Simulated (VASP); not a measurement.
# Sb (I4/mmm) in VASP: a series of runs, part 2 of 2

VASP 6.6.1. The steps go on from the part before.

### Step 4. Single point, r2SCAN

Input file INCAR:

```
ADDGRID = False
ALGO = Normal
EDIFF = 1E-6
ENCUT = 350
ISIF = 2
ISMEAR = 0
LASPH = True
LCHARG = False
LMIXTAU = True
LREAL = False
LWAVE = False
METAGGA = R2SCAN
NBANDS = 8
NELM = 100
PREC = Accurate
SIGMA = 0.05
```

Input file KPOINTS:

```
k-points
0
Gamma
  3 3 3
```

Input file POSCAR:

```
Sb
1.0
   -1.5765401831      1.5765401831      2.7119384313
    1.5765401831     -1.5765401831      2.7119384313
    1.5765401831      1.5765401831     -2.7119384313
Sb
1
Direct
    0.0000000000      0.0000000000      0.0000000000
```

Potentials or basis: VASP PAW PBE potentials, release 64 (Sb).

Launch:

```console
cat potpaw_PBE.64/Sb/POTCAR > POTCAR
mpirun -np 1 vasp_std > vasp.out
```

OUTCAR:

```text
EDIFF = 1E-6
   ENCUT = 350
   ISIF = 2
   ISMEAR = 0
   LASPH = True
   LREAL = False
   METAGGA = R2SCAN
   NELM = 100
   PREC = Accurate

 Found      6 irreducible k-points:

 Following reciprocal coordinates:
            Coordinates               Weight
  0.000000  0.000000  0.000000      1.000000
  0.333333  0.000000 -0.000000      8.000000
  0.333333  0.333333 -0.000000      8.000000
 -0.333333  0.333333  0.000000      4.000000
 -0.333333  0.333333  0.333333      4.000000
 -0.333333 -0.333333  0.333333      2.000000
   k-points           NKPTS =      6   k-points in BZ     NKDIM =      6   number of bands    NBANDS=      8
   number of dos      NEDOS =    301   number of ions     NIONS =      1
   total plane-waves  NPLWV =  13824
   dimension x,y,z NGX =    24 NGY =   24 NGZ =   24
   dimension x,y,z NGXF=    48 NGYF=   48 NGZF=   48
   ions per type =               1
   NGX,Y,Z   is equivalent  to a cutoff of  11.36, 11.36, 11.36 a.u.
   NGXF,Y,Z  is equivalent  to a cutoff of  22.73, 22.73, 22.73 a.u.
 SYSTEM =  unknown system
   PREC   = accura    normal or accurate (medium, high low for compatibility)
   ISTART =      0    job   : 0-new  1-cont  2-samecut
   ICHARG =      2    charge: 1-file 2-atom 10-const
   ISPIN  =      1    spin polarized calculation?
   LNONCOLLINEAR =      F non collinear calculations
   LSORBIT =      F    spin-orbit coupling
   LASPH  =      T    aspherical Exc in radial PAW
   ENCUT  =  350.0 eV  25.72 Ry    5.07 a.u.   5.36  5.36  5.36*2*pi/ulx,y,z
   NELM   =    100;   NELMIN=  2; NELMDL= -5     # of ELM steps
   EDIFF  = 0.1E-05   stopping-criterion for ELM
   LREAL  =      F    real-space projection
   EDIFFG = 0.1E-04   stopping-criterion for IOM
   NSW    =      0    number of steps for IOM
   IBRION =     -1    ionic relax: 0-MD 1-quasi-New 2-CG
   NFREE  =      0    steps in history (QN), initial steepest desc. (CG)
   ISIF   =      2    stress and relaxation
   ISYM   =      2    0-nonsym 1-usesym 2-fastsym
   POTIM  = 0.5000    time-step for ionic-motion
   TEBEG  =    0.0;   TEEND  =   0.0 temperature during run
   PSTRESS=    0.0 pullay stress
   NELECT =       5.0000    total number of electrons
   NUPDOWN=      -1.0000    fix difference up-down
   EMIN   =  10.00;   EMAX   =-10.00  energy-range for DOS
   EFERMI =   0.00;   METHOD = LEGACY
   ISMEAR =     0;   SIGMA  =   0.05  broadening in eV -4-tet -1-fermi 0-gaus
   EFERMI_NEDOS =   21; number of points for ismear=-14 and -15
   IALGO  =     38    algorithm
   IMIX   =      4    mixing-type and parameters
     AMIX     =   0.40;   BMIX     =  1.00
     AMIX_MAG =   1.60;   BMIX_MAG =  1.00
  volume/ion in A,a.u.               =      26.96       181.95
  Fermi-wavevector in a.u.,A,eV,Ry     =   0.933573  1.764197 11.858269  0.871558
  Thomas-Fermi vector in A             =   2.060288
   LORBIT       =      0    0 simple, 1 ext, 2 COOP (PROOUT), +10 PAW based schemes
   METAGGA = R2SCAN    functional components
   LHFCALC =     F    Hartree Fock is set to
   AEXX    =    0.0000 exact exchange contribution
   IVDW    =     0    specifies the selected vdW correction
   LEPSILON=     F    determine dielectric tensor
   LRPA    =     F    only Hartree local field effects (RPA)
 non-spin polarized calculation
 Gauss-broadening in eV      SIGMA  =   0.05
  energy-cutoff  :      350.00
  volume of cell :       26.96
 maximum number of plane-waves:       405
 NGX is ok and might be reduce to    24
   NGX = 11   NGY = 11   NGZ = 11

 number of electron       5.0000001 magnetization

 Free energy of the ion-electron system (eV)
  ---------------------------------------------------
  ext. energy  EPLUGINS =         0.00000000
  ---------------------------------------------------
  free energy    TOTEN  =       -25.81907914 eV

  energy without entropy =      -25.81510682  energy(sigma->0) =      -25.81709298

 E-fermi :   8.4048     XC(G=0): -10.7848

 val. band max:        8.3935226979   @ k =  -0.3333   0.3333   0.0000
 cond. band min:       9.2124844132   @ k =   0.3333   0.3333  -0.0000
 fundamental gap:      0.8189617153
 Fermi energy:         8.4047883006

 k-point     1 :       0.0000    0.0000    0.0000
  band No.  band energies     occupation
      1      -5.1116      2.00000
      2      13.3337      0.00000
      3      14.2614      0.00000
      4      14.2614      0.00000
      5      18.2875      0.00000
      6      19.7184      0.00000
      7      19.7551      0.00000
      8      19.7551      0.00000
[... 45 lines left out ...]
 k-point     6 :      -0.3333   -0.3333    0.3333
  band No.  band energies     occupation
      1      -2.8514      2.00000
      2       5.2626      2.00000
      3      11.3186      0.00000
      4      11.3186      0.00000
      5      15.1042      0.00000
      6      15.7269      0.00000
      7      25.3743      0.00000
      8      25.3743      0.00000

------------------------ aborting loop because EDIFF is reached ----------------------------------------

  FORCE on cell =-STRESS in cart. coord.  units (eV):
  Direction    XX          YY          ZZ          XY          YZ          ZX
  --------------------------------------------------------------------------------------
  -------------------------------------------------------------------------------------
  Total        1.7048488      1.7048488     -1.9814689      0.0000000      0.0000000      0.0000000
  in kB      101.3086538    101.3086538   -117.7464833      0.0000000      0.0000000      0.0000000
  external PRESSURE =      28.2902748 kB  Pullay stress =       0.0000000 kB

 VOLUME and BASIS-vectors are now :
 -----------------------------------------------------------------------------
  energy-cutoff  :      350.00
  volume of cell :       26.96
      direct lattice vectors                 reciprocal lattice vectors
    -1.576540183  1.576540183  2.711938431     0.000000000  0.317150178  0.184369967
     1.576540183 -1.576540183  2.711938431     0.317150178  0.000000000  0.184369967
     1.576540183  1.576540183 -2.711938431     0.317150178  0.317150178  0.000000000

 POSITION                                       TOTAL-FORCE (eV/Angst)
 -----------------------------------------------------------------------------------
      0.00000      0.00000      0.00000         0.000000      0.000000     -0.000000
 -----------------------------------------------------------------------------------
    total drift:                                0.000000     -0.000000     -0.000000

  FREE ENERGIE OF THE ION-ELECTRON SYSTEM (eV)
  ---------------------------------------------------
  free  energy   TOTEN  =       -25.8190791437 eV

  energy  without entropy=      -25.8151068247  energy(sigma->0) =      -25.81709298
```

OSZICAR:

```text
N       E                     dE             d eps       ncg     rms          rms(c)
DAV:   1    -0.205288336238E+02   -0.20529E+02   -0.11695E+03    96   0.282E+02
DAV:   2    -0.263938876987E+02   -0.58651E+01   -0.58651E+01   136   0.450E+01
DAV:   3    -0.264496793777E+02   -0.55792E-01   -0.55792E-01   112   0.460E+00
DAV:   4    -0.264498673784E+02   -0.18800E-03   -0.18800E-03   128   0.365E-01
DAV:   5    -0.264498685136E+02   -0.11352E-05   -0.11349E-05   128   0.224E-02    0.162E+00
DAV:   6    -0.257023992109E+02    0.74747E+00   -0.97979E-02   112   0.234E+00    0.106E+00
DAV:   7    -0.260820561134E+02   -0.37966E+00   -0.92712E-02    96   0.220E+00    0.783E-02
DAV:   8    -0.258177902736E+02    0.26427E+00   -0.57785E-02   120   0.175E+00    0.106E-01
DAV:   9    -0.258063630453E+02    0.11427E-01   -0.18481E-03    96   0.297E-01    0.146E-01
DAV:  10    -0.258142531714E+02   -0.78901E-02   -0.13499E-03    96   0.251E-01    0.927E-02
DAV:  11    -0.258185301752E+02   -0.42770E-02   -0.16811E-03    96   0.342E-01    0.588E-02
DAV:  12    -0.258187991945E+02   -0.26902E-03   -0.12677E-04   120   0.848E-02    0.411E-02
DAV:  13    -0.258189987560E+02   -0.19956E-03   -0.94488E-05    96   0.814E-02    0.128E-02
DAV:  14    -0.258190569207E+02   -0.58165E-04   -0.65066E-05   120   0.658E-02    0.743E-03
DAV:  15    -0.258190793898E+02   -0.22469E-04   -0.57360E-06    96   0.218E-02    0.148E-03
DAV:  16    -0.258190791437E+02    0.24617E-06   -0.17338E-07    72   0.364E-03
   1 F= -.25819079E+02 E0= -.25817093E+02  d E =-.397232E-02
```

Run time: 6.8 s. Hardware: 1 thread of Intel Xeon Platinum 8375C at 2.90GHz (Ice Lake), shared host; peak memory 0.13 GiB.

These settings aren't checked as converged: the numbers below hold their error.

Results:

- Free energy: -25.8191 eV
- Pressure: 2.8 GPa
- Band gap on the k mesh: none (metal or under the smearing width)

Caveat: the k mesh is coarse (spacing up to 0.94 Å⁻¹), so the values aren't converged; the PAW data sets were made with another functional, which shifts forces and pressure a little.

### Step 5. Single point, r2SCAN

INCAR is that of step 4.

KPOINTS is that of step 4.

Input file POSCAR:

```
Sb
1.0
   -1.5638750000      1.6131910000      2.7402030000
    1.6104090000     -1.5604430000      2.7365900000
    1.5281950000      1.5247630000     -2.7095380000
Sb
1
Direct
    0.0004760000      0.0218010000      0.0165680000
```

Launch:

```console
cat potpaw_PBE.64/Sb/POTCAR > POTCAR
mpirun -np 1 vasp_std > vasp.out
```

Run time: 9.1 s. Hardware: 1 thread of Intel Xeon Platinum 8375C at 2.90GHz (Ice Lake), shared host; peak memory 0.13 GiB.

The run converged, but some of its settings lie outside the range that counts as converged, so its numbers aren't taken as properties of the crystal.

What came out:

| Property | Result |
| --- | --- |
| Free energy | -25.7893 eV |
| Pressure | 3.4 GPa |
| Band gap on the k mesh | none (metal or under the smearing width) |

Caveat: the k mesh is coarse (spacing up to 0.95 Å⁻¹), so the values aren't converged; the PAW data sets were made with another functional, which shifts forces and pressure a little.

### Step 6. For comparison

An earlier run on the cell as given: functional PBEsol; potentials or basis VASP PAW PBE potentials, release 64 (Sb); cutoff 520 eV; k mesh 12 × 12 × 12; occupations fermi-dirac, width 0.05 eV; no spin polarisation.

- Pressure: -1.3 GPa
- Band gap on the k mesh: none (metal or under the smearing width)
